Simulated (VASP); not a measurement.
Input of a VASP 6.6.1 run:

File INCAR:

```
ALGO = Normal
EDIFF = 1E-7
ENCUT = 520
GGA = PS
ISIF = 2
ISMEAR = -1
LASPH = True
LCHARG = False
LREAL = False
LWAVE = False
NBANDS = 12
NELM = 80
PREC = Accurate
SIGMA = 0.05
```

KPOINTS

```
k-points
0
Gamma
  13 13 13
```

File POSCAR:

```
Cu
1.0
    0.0000000000      1.8075000000      1.8075000000
    1.8075000000      0.0000000000      1.8075000000
    1.8075000000      1.8075000000      0.0000000000
Cu
1
Direct
    0.0000000000      0.0000000000      0.0000000000
```

Potentials or basis: VASP PAW PBE potentials, release 64 (Cu).

The run is started by

```console
$ cat potpaw_PBE.64/Cu/POTCAR > POTCAR
$ mpirun -np 1 vasp_std > vasp.out
```

(1) Predict the pressure.

(2) Predict the band gap on the k mesh.

Answers

(1) -5.9 GPa.

(2) none (metal or under the smearing width).

Caveat: the PAW data sets were made with another functional, which shifts forces and pressure a little.
